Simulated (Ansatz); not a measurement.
Suppose TiB₃ takes space group P-6m2 (No. 187), with Ti on 1a; B on 2h and 1b. Recipe of this trial structure of TiB₃: close-packed layers stacked ABAB (elements of the layers in order: Ti B B B).

All numbers below come from DFT PBE, scalar-relativistic, plane waves, PAW in Ansatz 0.2.0. Cutoff 420 eV, Γ-centred mesh, Gaussian smearing, no spin polarisation.

Formation energies are uncorrected and refer to the elements' standard structures at the same level.

Problem. Give the relaxed lattice parameters and positions.

Solution.

Space group P-6m2 (No. 187). a = 2.916 Å, b = 2.916 Å, c = 4.873 Å, α = 90.00°, β = 90.00°, γ = 120.00°
| atom | site | symmetry | x | y | z |
| --- | --- | --- | --- | --- | --- |
| Ti | 1a | -6m2 | 0.0000 | 0.0000 | 0.0000 |
| B | 2h | 3m. | 0.3333 | 0.6667 | 0.3368 |
| B | 1b | -6m2 | 0.0000 | 0.0000 | 0.5000 |

Around Ti lie 8 B at 2.35–2.44 Å and 6 Ti at 2.92 Å; around B on a site of symmetry 3m lie 1 B at 1.59 Å, 3 B at 1.86 Å and 3 Ti at 2.35 Å; B on a site of symmetry -6m2 has 6 B at 1.86 Å and 2 Ti at 2.44 Å. Another local minimum with the same sites may exist.

Problem. And its energy and gap?

Solution. The energy over the elements is −0.26 eV/atom. The gap on the 18×18×10 mesh of the 4-atom cell is 0 eV (a metal). A negative formation energy is needed for stability but isn't enough: competing phases decide.

The last run used Gaussian smearing of 0.10 eV. A later test with randomly moved atoms came back to the same energy, though modes that don't fit the test's cell weren't probed.
